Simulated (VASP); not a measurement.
Runs of VASP 6.6.1 on Ga. It takes space group Pm-3m (No. 221, cubic). The conventional cell has a = 2.786 Å, b = 2.786 Å, c = 2.786 Å, α = 90.00°, β = 90.00°, γ = 90.00°. Ga (site symmetry m-3m) has 6 Ga at 2.79 Å as nearest neighbours. This isn't the form of Ga at room conditions, which is orthorhombic.

| cell | k mesh | gap on the mesh (eV) | pressure (GPa) |
| --- | --- | --- | --- |
| Pm-3m, 21.63 Å³/atom | 13 × 13 × 13 | none | -1.5 |
| Pm-3m, 20.8 Å³/atom | 19 × 19 × 19 | none | 0.0 |
| Pm-3m, 23.3 Å³/atom | 13 × 13 × 13 | none | -3.4 |
| Pm-3m, 19.97 Å³/atom | 13 × 13 × 13 | none | (a) |

Alike in all rows: task single point; level revPBE; potentials or basis VASP PAW PBE potentials, release 64 (Ga_d); no spin polarisation; cutoff (eV) 520; smearing fermi-dirac 0.1 eV.

Problem. Estimate the missing entries.

Solution. (a) 1.8.

Caveats: the PAW data sets were made with another functional, which shifts forces and pressure a little.

A k mesh can miss the band edges, and the runs leave out spin-orbit coupling on Ga.

A gap of «none» marks a metal or a gap under the smearing width.
